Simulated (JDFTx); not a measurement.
Crystal: Nb.

```xyz
1
Lattice="-1.6640 1.6640 1.6640 1.6640 -1.6640 1.6640 1.6640 1.6640 -1.6640" Properties=species:S:1:pos:R:3 pbc="T T T"
Nb    0.0000    0.0000    0.0000
```

- Program: JDFTx 1.7.0 (patched build)
- Task: single point
- Functional: PBE
- Potentials or basis: PseudoDojo-SR-PBE-0.5-standard
- Cutoff: 1116 eV
- Density cutoff: 4463 eV
- k mesh: 11 × 11 × 11
- Occupations: fermi-dirac, width 0.05 eV
- Spin: no spin polarisation

On this cell: pressure -1.8 GPa; band gap on the k mesh none (metal or under the smearing width).

The same run follows on a disturbed copy (cell strained at random at fixed volume):

```
Nb
1.0
    -1.65481    1.66189    1.66310
     1.61189   -1.66978    1.62806
     1.70285    1.71781   -1.67098
Nb
1
Direct
  0.99711 0.99235 0.00528
```

Q: What does the disturbed cell give?

A: The energy (extrapolated to zero smearing) moves by +3.5 meV/atom; pressure -1.9 GPa; band gap on the k mesh none (metal or under the smearing width).

Stress tensor (GPa, compression positive):
```
-1.50 -0.70  0.42
-0.70 -3.34  0.20
 0.42  0.20 -0.85
```
